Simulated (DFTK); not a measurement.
## Li under changes of volume

One of the cells (21.609 Å³/atom); the others are scaled copies at fixed shape and fractional positions:

```xyz
1
Lattice="-1.7547 1.7547 1.7547 1.7547 -1.7547 1.7547 1.7547 1.7547 -1.7547" Properties=species:S:1:pos:R:3 pbc="T T T"
Li    0.0000    0.0000    0.0000
```

* Program: DFTK 0.8.2
* Functional: PBE
* Potentials or basis: dojo.nc.sr.pbe.v0_4_1.standard.upf (PBE)
* Cutoff: 1007 eV
* k mesh: 11 × 11 × 11
* Occupations: fermi-dirac, width 0.05 eV
* Spin: no spin polarisation

```csv
volume (Å³/atom),energy over the lowest point (meV/atom),pressure (GPa)
20.312,0.00,-0.1
20.744,?,?
21.177,1.66,-0.6
21.609,3.51,-0.8
22.041,5.97,-1.0
22.473,8.98,-1.2
22.905,12.49,-1.4
```

**Question.** What does the run at 20.744 Å³/atom give?

**Answer.** Energy over the lowest point 0.47 meV/atom; pressure -0.3 GPa.

Worked out: A Birch-Murnaghan fit of order 3 (a polynomial in V^(-2/3)) to the other rows has its minimum at 20.27 Å³/atom, just outside them, with B0 = V·E''(V) = 14.0 GPa and B' = 3.3. It gives 0.46 meV/atom at 20.744 Å³/atom, against the run's 0.47, and -dE/dV = -0.3 GPa, against -0.3.

Energies are extrapolated to zero smearing.

Caveats: the minimum lies outside the volumes run.
